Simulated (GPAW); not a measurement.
# SiC (P6_3mc) in GPAW: further runs

The runs below take SiC through phonons, equation of state, band structure, with PBE+D3M(BJ), optB88-vdW, revTPSS.

Program: GPAW 26.7.0. These are calculated values, not measurements. Logs are shortened: lines on timing, memory, paths and dates and some standing lists are left out, and cuts for length are marked. The log counts tension as positive stress, the text compression.

## (1) The structure

The structure is hexagonal, space group P6_3mc (No. 186). Conventional cell: a = 3.076 Å, b = 3.076 Å, c = 10.071 Å, α = 90.00°, β = 90.00°, γ = 120.00°. Around Si (site symmetry 3m) lie 4 C at 1.88 to 1.89 Å. Si (site symmetry 3m) has 4 C at 1.88 to 1.89 Å as nearest neighbours. C (site symmetry 3m) has 4 Si at 1.88 to 1.89 Å as nearest neighbours. Around C (site symmetry 3m) lie 4 Si at 1.88 to 1.89 Å.

The cell is a database's computed one.

## (2) Phonons, PBE+D3M(BJ)

Input file run.py:

```python
import json
import numpy as np
from ase import Atoms
from ase.calculators.mixing import SumCalculator
from ase.constraints import FixSymmetry
from ase.filters import FrechetCellFilter
from ase.io import read, write
from ase.optimize import BFGS
from dftd3.ase import DFTD3
from phonopy import Phonopy
from phonopy.structure.atoms import PhonopyAtoms
from gpaw import GPAW, PW

atoms = read('SiC.xyz')

calc = GPAW(mode=PW(800),
            xc='PBE',
            kpts={'size': (5, 5, 2), 'gamma': True},
            occupations={'name': 'fermi-dirac', 'width': 0.15},
            nbands=32,
            convergence={'density': 1e-06, 'eigenstates': 1e-09},
            maxiter=80,
            txt='gpaw.txt')
atoms.calc = SumCalculator([calc, DFTD3(method='pbe', damping='d3bjm')])
atoms.set_constraint(FixSymmetry(atoms))
BFGS(FrechetCellFilter(atoms), trajectory='relax.traj', logfile='-').run(fmax=0.005, steps=40)
atoms.set_constraint()
energy = atoms.get_potential_energy()
forces = atoms.get_forces()
stress = atoms.get_stress()
calc.write('gs.gpw')
write('result.traj', atoms)
print('Cell:', atoms.cell.cellpar().round(4))
print(atoms.get_scaled_positions().round(5))

def force_constants(scale):
    unit = PhonopyAtoms(symbols=atoms.get_chemical_symbols(), cell=atoms.cell[:] * scale**(1 / 3),
                        scaled_positions=atoms.get_scaled_positions())
    ph = Phonopy(unit, supercell_matrix=np.diag([1, 1, 1]), primitive_matrix=np.eye(3), symprec=1e-4)
    ph.generate_displacements(distance=0.01)
    forces = []
    for i, sc in enumerate(ph.supercells_with_displacements):
        a = Atoms(sc.symbols, cell=sc.cell, scaled_positions=sc.scaled_positions, pbc=True)
        c = GPAW(mode=PW(800),
                 xc='PBE',
                 kpts={'size': (5, 5, 2), 'gamma': True},
                 occupations={'name': 'fermi-dirac', 'width': 0.15},
                 nbands=32,
                 convergence={'density': 1e-06, 'eigenstates': 1e-09},
                 maxiter=80,
                 txt=f'disp-{scale:.3f}-{i:02d}.txt')
        a.calc = SumCalculator([c, DFTD3(method='pbe', damping='d3bjm')])
        f = a.get_forces()
        forces.append(f - f.mean(axis=0))
        print(f'displacement {i}: drift', f.mean(axis=0).round(5), flush=True)
    ph.forces = forces
    ph.produce_force_constants()
    ph.symmetrize_force_constants()
    return ph

qpoints = [[0.0, 0.0, 0.0]]
results = {}
for scale in [1.0]:
    ph = force_constants(scale)
    ph.run_qpoints(qpoints)
    nu = ph.qpoints.frequencies * 33.35641  # THz to cm^-1
    results[f'{scale:.3f}'] = nu.tolist()
    for qp, f in zip(qpoints, nu):
        print(scale, np.round(qp, 4), f.round(2))
json.dump(results, open('phonons.json', 'w'))
```

Input file SiC.xyz:

```xyz
8
Lattice="3.0756941497 0.0000000000 0.0000000000 -1.5378470748 2.6636292679 0.0000000000 0.0000000000 0.0000000000 10.0706464800" Properties=species:S:1:pos:R:3 pbc="T T T"
Si     0.0000000000      0.0000000000      1.8922178766
Si     0.0000000000      0.0000000000      6.9275411166
Si    -0.0000000001      1.7757528454      4.4093517947
Si     1.5378470750      0.8878764225      9.4446750347
C      0.0000000000      0.0000000000      0.0046330009
C      0.0000000000      0.0000000000      5.0399562409
C     -0.0000000001      1.7757528454      2.5156735737
C      1.5378470750      0.8878764225      7.5509968137
```

Potentials or basis: GPAW PAW data sets (gpaw-data 1.2.1), pw.

On the command line:

```
$ OMP_NUM_THREADS=1 python run.py
```

gpaw.txt:

```text
__  _  _
 | _ |_)|_||  |
 |__||  | ||/\| - 26.7.0

Input parameters:
  mode=PW(ecut=800.0),
  convergence={'density': 1e-06, 'eigenstates': 1e-09},
  kpts=MonkhorstPack(size=(5, 5, 2), gamma=True),
  maxiter=80,
  nbands=32,
  occupations=Occupations(name='fermi-dirac', width=0.15),
  xc=XC(name='PBE')

Diagonalizing LCAO Hamiltonian
Converting LCAO to pw mode

            Si

            C
       Si

         Si
       C

         C

       Si

       C

Atoms  # Å, Bohr magnetons
|   | symbol |         x |        y |        z |    initial magnetic moments |
|---|--------|-----------|----------|----------|-----------------------------|
| 0 |     Si |  0.000000 | 0.000000 | 1.892218 | ( 0.0000,  0.0000,  0.0000) |
| 1 |     Si |  0.000000 | 0.000000 | 6.927541 | ( 0.0000,  0.0000,  0.0000) |
| 2 |     Si | -0.000000 | 1.775753 | 4.409352 | ( 0.0000,  0.0000,  0.0000) |
| 3 |     Si |  1.537847 | 0.887876 | 9.444675 | ( 0.0000,  0.0000,  0.0000) |
| 4 |      C |  0.000000 | 0.000000 | 0.004633 | ( 0.0000,  0.0000,  0.0000) |
| 5 |      C |  0.000000 | 0.000000 | 5.039956 | ( 0.0000,  0.0000,  0.0000) |
| 6 |      C | -0.000000 | 1.775753 | 2.515674 | ( 0.0000,  0.0000,  0.0000) |
| 7 |      C |  1.537847 | 0.887876 | 7.550997 | ( 0.0000,  0.0000,  0.0000) |

Unit cell  # Å
| periodic |         x |        y |         z |   lengths |     angles |
|----------|-----------|----------|-----------|-----------|------------|
|      yes |  3.075694 | 0.000000 |  0.000000 |  3.075694 |  90.000000 |
|      yes | -1.537847 | 2.663629 |  0.000000 |  3.075694 |  90.000000 |
|      yes |  0.000000 | 0.000000 | 10.070646 | 10.070646 | 120.000000 |

Number of symmetries: 6
Symmetry operations  # r_c * U_cc + t_c -> r_c
|   | kind |            matrix            |
|---|------|------------------------------|
| 0 |  σ   |  1, 1, 0,  0,-1, 0,  0, 0, 1 |
| 1 |  E   |  1, 0, 0,  0, 1, 0,  0, 0, 1 |
| 2 |  C3  |  0, 1, 0, -1,-1, 0,  0, 0, 1 |
| 3 |  σ   |  0,-1, 0, -1, 0, 0,  0, 0, 1 |
| 4 |  σ   | -1, 0, 0,  1, 1, 0,  0, 0, 1 |
| 5 |  C3  | -1,-1, 0,  1, 0, 0,  0, 0, 1 |

BZ-sampling:
  Number of BZ points: 50
  Number of IBZ points: 10

  Monkhorst-Pack size: [5, 5, 2]
  Monkhorst-Pack shift: [0.0, 0.0, 0.25]

K-points  # in reciprocal-cell coordinates
|   |                                coordinates |     weight |
|---|--------------------------------------------|------------|
| 0 | (  0.00000000,   0.00000000,   0.00000000) | 0.02000000 |
| 1 | (  0.00000000,   0.00000000,   0.50000000) | 0.02000000 |
| 2 | (  0.20000000,   0.00000000,   0.00000000) | 0.12000000 |
| 3 | (  0.20000000,   0.00000000,   0.50000000) | 0.12000000 |
| 4 | (  0.40000000,  -0.20000000,   0.00000000) | 0.12000000 |
| 5 | (  0.40000000,  -0.20000000,   0.50000000) | 0.12000000 |
| 6 | (  0.40000000,   0.00000000,   0.00000000) | 0.12000000 |
| 7 | (  0.40000000,   0.00000000,   0.50000000) | 0.12000000 |
| 8 | (  0.40000000,   0.40000000,   0.00000000) | 0.12000000 |
| 9 | (  0.40000000,   0.40000000,   0.50000000) | 0.12000000 |

Plane wave coefficients: 4263
Cutoff: 800.0 eV

Spin-components: 1 (collinear spins)
Bands:           32
Projectors:      40
Spin-degeneracy: 2
Datatype:        complex128

Parallelization:
  kpt:    1
  domain: 1
  band:   1
[... 166 lines left out ...]
Forces  # eV/Ang
|        x |        y |        z |
|----------|----------|----------|
| -0.00000 |  0.00000 |  0.01151 |  # Si   0
| -0.00000 | -0.00000 |  0.01151 |  # Si   1
|  0.00000 | -0.00000 |  0.00793 |  # Si   2
| -0.00000 |  0.00000 |  0.00793 |  # Si   3
|  0.00000 |  0.00000 | -0.01023 |  # C    4
| -0.00000 |  0.00000 | -0.01023 |  # C    5
|  0.00000 |  0.00000 | -0.00924 |  # C    6
|  0.00000 | -0.00000 | -0.00924 |  # C    7

Interpolating wave functions to new cell

            Si

            C
       Si

         Si
       C

         C

       Si

       C

Atoms  # Å, Bohr magnetons
|   | symbol |         x |         y |        z |    initial magnetic moments |
|---|--------|-----------|-----------|----------|-----------------------------|
| 0 |     Si | -0.000000 |  0.000000 | 1.891261 | ( 0.0000,  0.0000,  0.0000) |
| 1 |     Si |  0.000000 |  0.000000 | 6.923772 | ( 0.0000,  0.0000,  0.0000) |
| 2 |     Si | -0.000000 |  1.774861 | 4.407007 | ( 0.0000,  0.0000,  0.0000) |
| 3 |     Si |  1.537075 |  0.887431 | 9.439518 | ( 0.0000,  0.0000,  0.0000) |
| 4 |      C |  0.000000 | -0.000000 | 0.004548 | ( 0.0000,  0.0000,  0.0000) |
| 5 |      C | -0.000000 |  0.000000 | 5.037059 | ( 0.0000,  0.0000,  0.0000) |
| 6 |      C | -0.000000 |  1.774861 | 2.514135 | ( 0.0000,  0.0000,  0.0000) |
| 7 |      C |  1.537075 |  0.887431 | 7.546646 | ( 0.0000,  0.0000,  0.0000) |

Unit cell  # Å
| periodic |         x |         y |         z |   lengths |     angles |
|----------|-----------|-----------|-----------|-----------|------------|
|      yes |  3.074150 |  0.000000 |  0.000000 |  3.074150 |  90.000000 |
|      yes | -1.537075 |  2.662292 |  0.000000 |  3.074150 |  90.000000 |
|      yes |  0.000000 | -0.000000 | 10.065023 | 10.065023 | 120.000000 |

Number of symmetries: 6
Symmetry operations  # r_c * U_cc + t_c -> r_c
|   | kind |            matrix            |
|---|------|------------------------------|
| 0 |  σ   |  1, 1, 0,  0,-1, 0,  0, 0, 1 |
| 1 |  E   |  1, 0, 0,  0, 1, 0,  0, 0, 1 |
| 2 |  C3  |  0, 1, 0, -1,-1, 0,  0, 0, 1 |
| 3 |  σ   |  0,-1, 0, -1, 0, 0,  0, 0, 1 |
| 4 |  σ   | -1, 0, 0,  1, 1, 0,  0, 0, 1 |
| 5 |  C3  | -1,-1, 0,  1, 0, 0,  0, 0, 1 |

BZ-sampling:
  Number of BZ points: 50
  Number of IBZ points: 10

  Monkhorst-Pack size: [5, 5, 2]
  Monkhorst-Pack shift: [0.0, 0.0, 0.25]

K-points  # in reciprocal-cell coordinates
|   |                                coordinates |     weight |
|---|--------------------------------------------|------------|
| 0 | (  0.00000000,   0.00000000,   0.00000000) | 0.02000000 |
| 1 | (  0.00000000,   0.00000000,   0.50000000) | 0.02000000 |
| 2 | (  0.20000000,   0.00000000,   0.00000000) | 0.12000000 |
| 3 | (  0.20000000,   0.00000000,   0.50000000) | 0.12000000 |
| 4 | (  0.40000000,  -0.20000000,   0.00000000) | 0.12000000 |
| 5 | (  0.40000000,  -0.20000000,   0.50000000) | 0.12000000 |
| 6 | (  0.40000000,   0.00000000,   0.00000000) | 0.12000000 |
| 7 | (  0.40000000,   0.00000000,   0.50000000) | 0.12000000 |
| 8 | (  0.40000000,   0.40000000,   0.00000000) | 0.12000000 |
| 9 | (  0.40000000,   0.40000000,   0.50000000) | 0.12000000 |

Plane wave coefficients: 4255
Cutoff: 800.0 eV

Spin-components: 1 (collinear spins)
Bands:           32
Projectors:      40
Spin-degeneracy: 2
Datatype:        complex128

Parallelization:
  kpt:    1
  domain: 1
  band:   1
[... 1177 lines left out ...]
Forces  # eV/Ang
|        x |        y |        z |
|----------|----------|----------|
| -0.00000 | -0.00000 |  0.00598 |  # Si   0
|  0.00000 |  0.00000 |  0.00597 |  # Si   1
|  0.00000 | -0.00000 |  0.00145 |  # Si   2
|  0.00000 |  0.00000 |  0.00143 |  # Si   3
|  0.00000 |  0.00000 | -0.00621 |  # C    4
| -0.00000 | -0.00000 | -0.00621 |  # C    5
|  0.00000 | -0.00000 | -0.00124 |  # C    6
|  0.00000 |  0.00000 | -0.00124 |  # C    7

Interpolating wave functions to new cell

            Si

            C
       Si

       C Si

         C

       Si

       C

Atoms  # Å, Bohr magnetons
|   | symbol |         x |        y |        z |    initial magnetic moments |
|---|--------|-----------|----------|----------|-----------------------------|
| 0 |     Si | -0.000000 | 0.000000 | 1.878766 | ( 0.0000,  0.0000,  0.0000) |
| 1 |     Si |  0.000000 | 0.000000 | 6.876905 | ( 0.0000,  0.0000,  0.0000) |
| 2 |     Si | -0.000000 | 1.764420 | 4.377027 | ( 0.0000,  0.0000,  0.0000) |
| 3 |     Si |  1.528033 | 0.882210 | 9.375165 | ( 0.0000,  0.0000,  0.0000) |
| 4 |      C | -0.000000 | 0.000000 | 0.004189 | ( 0.0000,  0.0000,  0.0000) |
| 5 |      C |  0.000000 | 0.000000 | 5.002328 | ( 0.0000,  0.0000,  0.0000) |
| 6 |      C | -0.000000 | 1.764420 | 2.496734 | ( 0.0000,  0.0000,  0.0000) |
| 7 |      C |  1.528033 | 0.882210 | 7.494872 | ( 0.0000,  0.0000,  0.0000) |

Unit cell  # Å
| periodic |         x |         y |         z |  lengths |     angles |
|----------|-----------|-----------|-----------|----------|------------|
|      yes |  3.056065 |  0.000000 | -0.000000 | 3.056065 |  90.000000 |
|      yes | -1.528033 |  2.646630 |  0.000000 | 3.056065 |  90.000000 |
|      yes | -0.000000 | -0.000000 |  9.996277 | 9.996277 | 120.000000 |

Number of symmetries: 6
Symmetry operations  # r_c * U_cc + t_c -> r_c
|   | kind |            matrix            |
|---|------|------------------------------|
| 0 |  σ   |  1, 1, 0,  0,-1, 0,  0, 0, 1 |
| 1 |  E   |  1, 0, 0,  0, 1, 0,  0, 0, 1 |
| 2 |  C3  |  0, 1, 0, -1,-1, 0,  0, 0, 1 |
| 3 |  σ   |  0,-1, 0, -1, 0, 0,  0, 0, 1 |
| 4 |  σ   | -1, 0, 0,  1, 1, 0,  0, 0, 1 |
| 5 |  C3  | -1,-1, 0,  1, 0, 0,  0, 0, 1 |

BZ-sampling:
  Number of BZ points: 50
  Number of IBZ points: 10

  Monkhorst-Pack size: [5, 5, 2]
  Monkhorst-Pack shift: [0.0, 0.0, 0.25]

K-points  # in reciprocal-cell coordinates
|   |                                coordinates |     weight |
|---|--------------------------------------------|------------|
| 0 | (  0.00000000,   0.00000000,   0.00000000) | 0.02000000 |
| 1 | (  0.00000000,   0.00000000,   0.50000000) | 0.02000000 |
| 2 | (  0.20000000,   0.00000000,   0.00000000) | 0.12000000 |
| 3 | (  0.20000000,   0.00000000,   0.50000000) | 0.12000000 |
| 4 | (  0.40000000,  -0.20000000,   0.00000000) | 0.12000000 |
| 5 | (  0.40000000,  -0.20000000,   0.50000000) | 0.12000000 |
| 6 | (  0.40000000,   0.00000000,   0.00000000) | 0.12000000 |
| 7 | (  0.40000000,   0.00000000,   0.50000000) | 0.12000000 |
| 8 | (  0.40000000,   0.40000000,   0.00000000) | 0.12000000 |
| 9 | (  0.40000000,   0.40000000,   0.50000000) | 0.12000000 |

Plane wave coefficients: 4182
Cutoff: 800.0 eV

Spin-components: 1 (collinear spins)
Bands:           32
Projectors:      40
Spin-degeneracy: 2
Datatype:        complex128

Parallelization:
  kpt:    1
  domain: 1
  band:   1
[... 131 lines left out ...]
|         11 |         8.005 |     2.000 |
|         12 |         8.005 |     2.000 |
|         13 |         8.552 |     2.000 |
[... 8 lines left out ...]
|         22 |        15.692 |     0.000 |
|         23 |        15.692 |     0.000 |
|        ... |               |           |
|         31 |        19.584 |     0.000 |

Gap: 2.573 eV
Transition (v -> c):
  (s=0, k=0, n=15, [0.00, 0.00, 0.00]) -> (s=0, k=6, n=16, [0.40, 0.00, 0.00])
Direct/indirect transitions are different
Direct gap: 3.596 eV
Transition at: (s=0, k=6, n=15, [0.40, 0.00, 0.00])

Stress tensor  # eV/Ang^3
|         x |         y |         z |
|-----------|-----------|-----------|
| -0.063517 |  0.000000 |  0.000000 |
|  0.000000 | -0.063517 |  0.000000 |
|  0.000000 |  0.000000 | -0.062825 |

Forces  # eV/Ang
|        x |        y |        z |
|----------|----------|----------|
|  0.00000 |  0.00000 |  0.00716 |  # Si   0
| -0.00000 |  0.00000 |  0.00712 |  # Si   1
|  0.00000 | -0.00000 |  0.00293 |  # Si   2
|  0.00000 |  0.00000 |  0.00289 |  # Si   3
|  0.00000 | -0.00000 | -0.00576 |  # C    4
|  0.00000 |  0.00000 | -0.00574 |  # C    5
| -0.00000 |  0.00000 | -0.00437 |  # C    6
| -0.00000 | -0.00000 | -0.00437 |  # C    7

# Writing to gs.gpw (mode='')
```

It took 12 min on 1 thread of Arm Neoverse V1, shared host; peak memory 0.68 GiB.

What came out:

- Free energy: -64.2339 eV
- Relaxed volume: 10.11 Å³/atom
- Relaxed cell: a = 3.056 Å, b = 3.056 Å, c = 9.996 Å, α = 90.00°, β = 90.00°, γ = 120.00°
- Space group after relaxing (to 0.05 Å): P6_3mc (No. 186)
- Pressure after relaxing: 0.0 GPa
- Largest force after relaxing: 0.005 eV/Å
- Band gap on the k mesh: 2.57 eV, indirect (least direct gap 3.60 eV)
- Highest phonon frequency at Γ, LO-TO splitting left out: 937 cm⁻¹
- Dispersion energy per atom: -0.559 eV

Forces in eV/Å, atoms in the order of the input:
```
Si   0.000  0.000  0.002
Si   0.000  0.000  0.002
Si   0.000  0.000  0.003
Si   0.000  0.000  0.003
C    0.000  0.000 -0.001
C    0.000  0.000 -0.001
C    0.000  0.000 -0.005
C    0.000  0.000 -0.005
```

Final structure:
```xyz
8
Lattice="3.0561 0.0000 0.0000 -1.5280 2.6466 0.0000 0.0000 0.0000 9.9963" Properties=species:S:1:pos:R:3 pbc="T T T"
Si    0.0000    0.0000    1.8788
Si    0.0000    0.0000    6.8769
Si    0.0000    1.7644    4.3770
Si    1.5280    0.8822    9.3752
C     0.0000    0.0000    0.0042
C     0.0000    0.0000    5.0023
C     0.0000    1.7644    2.4967
C     1.5280    0.8822    7.4949
```

Phonon frequencies in cm⁻¹ (negative: imaginary):
| q point | frequencies |
| --- | --- |
| (0.000, 0.000, 0.000) | 0 0 0 189 189 198 198 254 254 406 414 617 792 792 799 799 800 807 807 817 817 853 928 937 |

Caveat: the k mesh is coarse (spacing up to 0.47 Å⁻¹), so the values aren't converged; the LO-TO splitting is left out; an odd mesh through Γ misses points on the zone boundary, where band edges often lie.

[end of part 1 of 2]
